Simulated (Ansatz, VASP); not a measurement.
## SnTe in VASP and in Ansatz

The input INCAR:

```
SYSTEM = SnTe
PREC = Accurate
ENCUT = 520
EDIFF = 1E-6
ISMEAR = 0
SIGMA = 0.03
LREAL = .FALSE.
LASPH = .TRUE.
NELM = 100
ALGO = Normal
ISIF = 2
LWAVE = .FALSE.
LCHARG = .FALSE.
GGA = PE
NBANDS = 17
```

File KPOINTS:

```
regular mesh
0
G
  10 10 10
  0 0 0
```

Contents of POSCAR:

```
SnTe
1.0
    0.0000000000      3.1880650000      3.1565000000
    3.1565000000      0.0000000000      3.1565000000
    3.1565000000      3.1880650000      0.0000000000
Sn Te
1 1
Direct
    0.0000000000      0.0000000000      0.0000000000
    0.5000000000      0.5000000000      0.5000000000
```

Input for Ansatz:

```yaml
crystal:
  lattice:
    - [0.0, 3.188065, 3.1565]
    - [3.1565, 0.0, 3.1565]
    - [3.1565, 3.188065, 0.0]
  atoms:
    - { symbol: Sn, position: [0.0, 0.0, 0.0] }
    - { symbol: Te, position: [0.5, 0.5, 0.5] }
basis:
  ecutwfc: 420
kpoints:
  mp_grid: { grid: [10, 10, 10] }
hamiltonian:
  xc: pbe
scf:
  occupations: { method: gaussian, width: 0.03 }
output:
  forces: true
  stress: true
  eigenvalues: true
```

Change from the starting cell: strain +0.0100 x Voigt [0, 1, 0, 0, 0, 0], atoms carried along.

Alike in both runs: task single point; functional PBE; k mesh 10 × 10 × 10; occupations gaussian, width 0.03 eV; no spin polarisation.

|  | VASP | Ansatz |
| --- | --- | --- |
| version | VASP 6.6.1 | Ansatz 0.2.0 |
| potentials or method | VASP PAW PBE potentials, release 64 (Sn_d, Te) | scalar-relativistic, plane waves, PAW |
| plane-wave cutoff (eV) | 520 | 420 |
| valence electrons in the cell | 20 | 30 |

VASP gave:

- gap on the k mesh at the Fermi level (eV): 0.06
- least direct gap on the mesh (eV): 0.06
- pressure (GPa): 1.5
- largest component of the traceless stress (GPa): 0.83

**Question.** Estimate Ansatz's values.

**Answer.** gap on the k mesh at the Fermi level (eV): 0.06; least direct gap on the mesh (eV): 0.06; pressure (GPa): 1.6; largest component of the traceless stress (GPa): 0.83.

The two sets of potentials don't hold the same shells in valence.

Caveats: spin-orbit coupling is left out, which moves the levels of the heavy elements.
